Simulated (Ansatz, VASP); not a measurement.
Ca: VASP beside Ansatz

```xyz
2
Lattice="0.0000 3.6726 3.6726 3.6726 0.0000 3.6726 3.6726 3.6726 0.0000" Properties=species:S:1:pos:R:3 pbc="T T T"
Ca    3.6726    3.6726    3.6726
Ca    5.5090    5.5090    5.5090
```

Alike in both runs: task single point; functional PBEsol; k mesh 4 × 4 × 4; occupations gaussian, width 0.1 eV; no spin polarisation.

```csv
,VASP,Ansatz
version,VASP 6.6.1,Ansatz 0.2.0
potentials or method,"VASP PAW PBE potentials, release 64 (Ca_sv)","scalar-relativistic, plane waves, PAW"
plane-wave cutoff (eV),520,420
valence electrons in the cell,20,20
```

```csv
,VASP,Ansatz,Ansatz less VASP
gap on the k mesh at the Fermi level (eV),none,none,-
pressure (GPa),2.7,2.7,+0.01
```

A gap of «none» marks a metal or a gap that the smearing closes.

Caveats: the k mesh is coarse (spacing up to 0.37 Å⁻¹), so the values aren't converged; the PAW data sets were made with another functional, which shifts forces and pressure a little (VASP).
